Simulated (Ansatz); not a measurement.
SiC in the zincblende structure, relaxed with r2SCAN in the plane-wave code Ansatz. The symmetry is F-43m (No. 216, cubic); conventional cell a = 4.356 Å, 10.33 Å³ an atom. Si is surrounded by 4 C at 1.89 Å; C is surrounded by 4 Si at 1.89 Å.

The axes x, y and z are those of this cell:
```
Si C
1.0
     0.00000    2.17805    2.17805
     2.17805    0.00000    2.17805
     2.17805    2.17805    0.00000
Si C
1 1
Direct
  0.00000 0.00000 0.00000
  0.25000 0.25000 0.25000
```

Unstrained: With PBE the valence top lies at Γ and the conduction bottom at X, 1.358 eV higher; the smallest vertical gap, at X, is 4.547 eV. The r2SCAN gap is indirect, 1.713 eV (Γ to X), below the direct gap of 5.048 eV at X. The HSE06 gap is indirect, 2.227 eV (Γ to X), below the direct gap of 5.720 eV at X. Meshes: PBE 10×10×10, r2SCAN 10×10×10, HSE06 8×8×8. Strains are changes of length per length. After each strain the atoms were relaxed again with r2SCAN within the symmetry that the strain leaves, so tilts or polar shifts that break it weren't tested; points keep the names that they have in the unstrained zone. The values are computed, spin-unpolarised, and not measurements.

Problem. Apply isotropic +2.0 % on every length. How far does the gap move, against the unstrained cell?

Solution. PBE: the gap goes from 1.358 to 1.409 eV (+0.051 eV). r2SCAN: the gap goes from 1.713 to 1.750 eV (+0.037 eV). HSE06: the gap goes from 2.227 to 2.259 eV (+0.032 eV). The r2SCAN energy rises by 24.8 meV an atom.

Problem. Apply isotropic -2.0 % on every length. How far does the gap move, against the unstrained cell?

Solution. PBE: the gap goes from 1.358 to 1.299 eV (-0.059 eV). r2SCAN: the gap goes from 1.713 to 1.670 eV (-0.043 eV). HSE06: the gap goes from 2.227 to 2.187 eV (-0.040 eV). The r2SCAN energy rises by 28.1 meV an atom.

Problem. Estimate what isotropic +4.0 % on every length does to the gap.

Solution. PBE: the gap goes from 1.358 to 1.456 eV (+0.098 eV). r2SCAN: the gap goes from 1.713 to 1.780 eV (+0.067 eV). HSE06: the gap goes from 2.227 to 2.286 eV (+0.059 eV). The r2SCAN energy rises by 93.9 meV an atom.

Problem. Estimate what isotropic -4.0 % on every length does to the gap.

Solution. PBE: the gap goes from 1.358 to 1.235 eV (-0.123 eV). r2SCAN: the gap goes from 1.713 to 1.621 eV (-0.092 eV). HSE06: the gap goes from 2.227 to 2.142 eV (-0.085 eV). The r2SCAN energy rises by 118.9 meV an atom.

Problem. Apply isotropic +1.0 % on every length. How far does the gap move, against the unstrained cell?

Solution. PBE: the gap goes from 1.358 to 1.385 eV (+0.027 eV). r2SCAN: the gap goes from 1.713 to 1.732 eV (+0.019 eV). HSE06: the gap goes from 2.227 to 2.244 eV (+0.017 eV). The r2SCAN energy rises by 6.3 meV an atom.

Problem. Estimate what isotropic -3.0 % on every length does to the gap.

Solution. PBE: the gap goes from 1.358 to 1.268 eV (-0.090 eV). r2SCAN: the gap goes from 1.713 to 1.646 eV (-0.067 eV). HSE06: the gap goes from 2.227 to 2.165 eV (-0.062 eV). The r2SCAN energy rises by 65.0 meV an atom.

Problem. Apply isotropic +3.0 % on every length. How far does the gap move, against the unstrained cell?

Solution. PBE: the gap goes from 1.358 to 1.434 eV (+0.076 eV). r2SCAN: the gap goes from 1.713 to 1.766 eV (+0.053 eV). HSE06: the gap goes from 2.227 to 2.274 eV (+0.047 eV). The r2SCAN energy rises by 54.3 meV an atom.

Problem. Apply isotropic -1.0 % on every length. How far does the gap move, against the unstrained cell?

Solution. PBE: the gap goes from 1.358 to 1.330 eV (-0.028 eV). r2SCAN: the gap goes from 1.713 to 1.692 eV (-0.021 eV). HSE06: the gap goes from 2.227 to 2.208 eV (-0.019 eV). The r2SCAN energy rises by 6.9 meV an atom.

The meshes of the hybrids are coarse, so their gaps aren't converged to the digits shown.
